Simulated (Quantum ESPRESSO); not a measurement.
Here is a Quantum ESPRESSO 7.5 calculation.

Contents of pw.in:

```
&CONTROL
  calculation = 'scf'
  prefix = 'pwscf'
  outdir = './tmp'
  pseudo_dir = './pseudo'
  tprnfor = .true.
  tstress = .true.
  disk_io = 'low'
/
&SYSTEM
  ibrav = 0
  A = 8.75025333
  nat = 4
  ntyp = 2
  ecutwfc = 86
  nbnd = 39
  occupations = 'smearing'
  smearing = 'fd'
  degauss = 0.00367493
/
&ELECTRONS
  conv_thr = 8d-10
  electron_maxstep = 120
  mixing_beta = 0.5
/
ATOMIC_SPECIES
In   114.8180 In.upf
Se    78.9710 Se.upf
CELL_PARAMETERS alat
   0.2285648112    0.1319619553    0.9645435031
  -0.2285648112    0.1319619553    0.9645435031
   0.0000000000   -0.2639239105    0.9645435031
ATOMIC_POSITIONS alat
In     0.0000000000    0.0000000000    2.5712800706
In     0.0000000000    0.0000000000    0.0000000000
Se     0.0000000000    0.0000000000    0.4974150846
Se     0.0000000000    0.0000000000    1.1097073003
K_POINTS automatic
8 8 8 0 0 0
```

pp_density.in

```
&INPUTPP
  prefix = 'pwscf'
  outdir = './tmp'
  filplot = 'density.dat'
  plot_num = 0
/
&PLOT
  nfile = 1
  filepp(1) = 'density.dat'
  iflag = 3
  output_format = 6
  fileout = 'density.cube'
/
```

The input pp_potential.in:

```
&INPUTPP
  prefix = 'pwscf'
  outdir = './tmp'
  filplot = 'potential.dat'
  plot_num = 11
/
&PLOT
  nfile = 1
  filepp(1) = 'potential.dat'
  iflag = 3
  output_format = 6
  fileout = 'potential.cube'
/
```

Contents of pp_elf.in:

```
&INPUTPP
  prefix = 'pwscf'
  outdir = './tmp'
  filplot = 'elf.dat'
  plot_num = 8
/
&PLOT
  nfile = 1
  filepp(1) = 'elf.dat'
  iflag = 3
  output_format = 6
  fileout = 'elf.cube'
/
```

File bands.in:

```
&CONTROL
  calculation = 'bands'
  prefix = 'pwscf'
  outdir = './tmp'
  pseudo_dir = './pseudo'
  disk_io = 'low'
  verbosity = 'high'
/
&SYSTEM
  ibrav = 0
  A = 8.75025333
  nat = 4
  ntyp = 2
  ecutwfc = 86
  nbnd = 39
  occupations = 'smearing'
  smearing = 'fd'
  degauss = 0.00367493
/
&ELECTRONS
  conv_thr = 1d-08
  electron_maxstep = 120
  mixing_beta = 0.5
  diago_full_acc = .true.
/
ATOMIC_SPECIES
In   114.8180 In.upf
Se    78.9710 Se.upf
CELL_PARAMETERS alat
   0.2285648112    0.1319619553    0.9645435031
  -0.2285648112    0.1319619553    0.9645435031
   0.0000000000   -0.2639239105    0.9645435031
ATOMIC_POSITIONS alat
In     0.0000000000    0.0000000000    2.5712800706
In     0.0000000000    0.0000000000    0.0000000000
Se     0.0000000000    0.0000000000    0.4974150846
Se     0.0000000000    0.0000000000    1.1097073003
K_POINTS crystal
60
 0.0000000000  0.0000000000  0.0000000000 1
 0.0555555556  0.0000000000  0.0000000000 1
 0.1111111111  0.0000000000  0.0000000000 1
 0.1666666667  0.0000000000  0.0000000000 1
 0.2222222222  0.0000000000  0.0000000000 1
 0.2777777778  0.0000000000  0.0000000000 1
 0.3333333333  0.0000000000  0.0000000000 1
 0.3888888889  0.0000000000  0.0000000000 1
 0.4444444444  0.0000000000  0.0000000000 1
 0.5000000000  0.0000000000  0.0000000000 1
 0.5000000000  0.0358290345 -0.0358290345 1
 0.5000000000  0.0716580690 -0.0716580690 1
 0.5000000000  0.1074871035 -0.1074871035 1
 0.5000000000  0.1433161380 -0.1433161380 1
 0.5000000000  0.1791451724 -0.1791451724 1
 0.8208548276  0.5000000000  0.1791451724 1
 0.7887693448  0.5000000000  0.2112306552 1
 0.7566838620  0.5000000000  0.2433161380 1
 0.7245983793  0.5000000000  0.2754016207 1
 0.6925128965  0.5000000000  0.3074871035 1
 0.6604274138  0.5000000000  0.3395725862 1
 0.6283419310  0.5000000000  0.3716580690 1
 0.5962564483  0.5000000000  0.4037435517 1
 0.5641709655  0.5000000000  0.4358290345 1
 0.5320854828  0.5000000000  0.4679145172 1
 0.5000000000  0.5000000000  0.5000000000 1
 0.3333333333  0.3333333333  0.3333333333 1
 0.1666666667  0.1666666667  0.1666666667 1
 0.0000000000  0.0000000000  0.0000000000 1
 0.0308702351  0.0000000000 -0.0308702351 1
 0.0617404702  0.0000000000 -0.0617404702 1
 0.0926107053  0.0000000000 -0.0926107053 1
 0.1234809404  0.0000000000 -0.1234809404 1
 0.1543511756  0.0000000000 -0.1543511756 1
 0.1852214107  0.0000000000 -0.1852214107 1
 0.2160916458  0.0000000000 -0.2160916458 1
 0.2469618809  0.0000000000 -0.2469618809 1
 0.2778321160  0.0000000000 -0.2778321160 1
 0.3087023511  0.0000000000 -0.3087023511 1
 0.3395725862  0.0000000000 -0.3395725862 1
 0.6604274138  0.3395725862  0.0000000000 1
 0.6283419310  0.3716580690  0.0000000000 1
 0.5962564483  0.4037435517  0.0000000000 1
 0.5641709655  0.4358290345  0.0000000000 1
 0.5320854828  0.4679145172  0.0000000000 1
 0.5000000000  0.5000000000  0.0000000000 1
 0.6604274138  0.6604274138  0.1791451724 1
 0.6443846724  0.6443846724  0.2112306552 1
 0.6283419310  0.6283419310  0.2433161380 1
 0.6122991896  0.6122991896  0.2754016207 1
 0.5962564483  0.5962564483  0.3074871035 1
 0.5802137069  0.5802137069  0.3395725862 1
 0.5641709655  0.5641709655  0.3716580690 1
 0.5481282241  0.5481282241  0.4037435517 1
 0.5320854828  0.5320854828  0.4358290345 1
 0.5160427414  0.5160427414  0.4679145172 1
 0.5000000000  0.5000000000  0.5000000000 1
 0.5000000000  0.0000000000  0.0000000000 1
 0.6604274138  0.1697862931  0.1697862931 1
 0.8208548276  0.3395725862  0.3395725862 1
```

Potentials or basis: PseudoDojo 0.4.1 SR PBE standard.

The run is started by

```console
$ OMP_NUM_THREADS=1 pw.x -in pw.in > pw.out
$ OMP_NUM_THREADS=1 pp.x -in pp_density.in > pp_density.out
$ OMP_NUM_THREADS=1 pp.x -in pp_potential.in > pp_potential.out
$ OMP_NUM_THREADS=1 pp.x -in pp_elf.in > pp_elf.out
$ OMP_NUM_THREADS=1 pw.x -in bands.in > bands.out
```

Question: Estimate the pressure.

Answer: 2.8 GPa.

Question: Estimate the largest force.

Answer: 0.372 eV/Å.

Question: Predict the band gap along the path.

Answer: 0.43 eV, direct.

Question: Estimate the band gap on the k mesh.

Answer: 0.43 eV, direct.

Stress tensor (GPa, compression positive):
```
3.25 0.00 0.00
0.00 3.25 0.00
0.00 0.00 1.97
```

Caveat: some levels on the path didn't converge; spin-orbit coupling is left out, which moves the levels of the heavy elements.

**Experimental background.**

“The Interaction of Hydrogen with the van der Waals Crystal γ-InSe”, 2020, pmc:7321205 reports, for a bulk crystal of InSe at 300 K: band gap 1.25 eV.

A measured gap of InSe is 1.25 eV (300 K; “The Interaction of Hydrogen with the van der Waals Crystal γ-InSe”, 2020, pmc:7321205); the calculated 0.43 eV misses it by -0.82 eV. Spin-orbit coupling on In, Se is left out. The value is that of PBE, without temperature or zero-point motion. Semilocal functionals fall short of measured gaps as a rule.
